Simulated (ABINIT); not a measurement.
The system is Ru.

```xyz
2
Lattice="2.7058 0.0000 0.0000 -1.3529 2.3433 0.0000 0.0000 0.0000 4.2819" Properties=species:S:1:pos:R:3 pbc="T T T"
Ru    1.3529    0.7811    3.2114
Ru    0.0000    1.5622    1.0705
```

Base run:

| Property | Result |
| --- | --- |
| Program | ABINIT 10.8.3 (patched build) |
| Functional | LDA |
| Potentials or basis | JTH PAW LDA v2.0 |
| Cutoff | 408 eV |
| k mesh | 11 × 11 × 6 |
| Occupations | fermi-dirac, width 0.05 eV |
| Spin | no spin polarisation |

Its results: band gap on the k mesh none (metal or under the smearing width); pressure -12.5 GPa.

**Question.** After a change of settings the same cell gave: band gap on the k mesh none (metal or under the smearing width); pressure -12.1 GPa. Which change was it?
A. functional from LDA to SOGGA; potentials or basis from JTH PAW LDA v2.0 to JTH PAW PBE v2.0
B. functional from LDA to rPW86PBE; potentials or basis from JTH PAW LDA v2.0 to JTH PAW PBE v2.0
C. k mesh from 11 × 11 × 6 to 7 × 7 × 4
D. k mesh from 11 × 11 × 6 to 4 × 4 × 2

**Answer.** C.

Caveats: some runs use coarse meshes.

Not every run made on this cell is shown here.
